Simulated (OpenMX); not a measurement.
Crystal: MgS (Niningerite).

```
CELL_PARAMETERS angstrom
0.00000 2.60165 2.60165
2.60165 0.00000 2.60165
2.60165 2.60165 0.00000
ATOMIC_POSITIONS crystal
S 0.50000 0.50000 0.50000
Mg 0.00000 0.00000 0.00000
```

Base run:

```yaml
Program: OpenMX 3.8.5
Functional: PBE
Potentials_or_basis: OpenMX 2013 PBE set, S7.0-s2p2d1f1, Mg7.0-s3p2d1, grid cutoff 500 Ry
k_mesh: 7 × 7 × 7
Occupations: fermi-dirac, width 0.05 eV
Spin: no spin polarisation
```

Its results: band gap on the k mesh 2.95 eV, indirect (least direct gap 3.83 eV); pressure 1.9 GPa.

Task: The run is repeated on the same cell with these changes: potentials or basis from OpenMX 2013 PBE set, S7.0-s2p2d1f1, Mg7.0-s3p2d1, grid cutoff 500 Ry to OpenMX 2013 PBE set, S7.0-s2p2d1, Mg7.0-s3p2, grid cutoff 500 Ry. What comes out?

Result: Band gap on the k mesh 2.84 eV, indirect (least direct gap 3.75 eV); pressure 1.7 GPa.

Caveats: the mesh misses the band edges, which the band path finds closer together; the basis of atomic orbitals isn't converged, which shifts pressures, moduli and gaps.
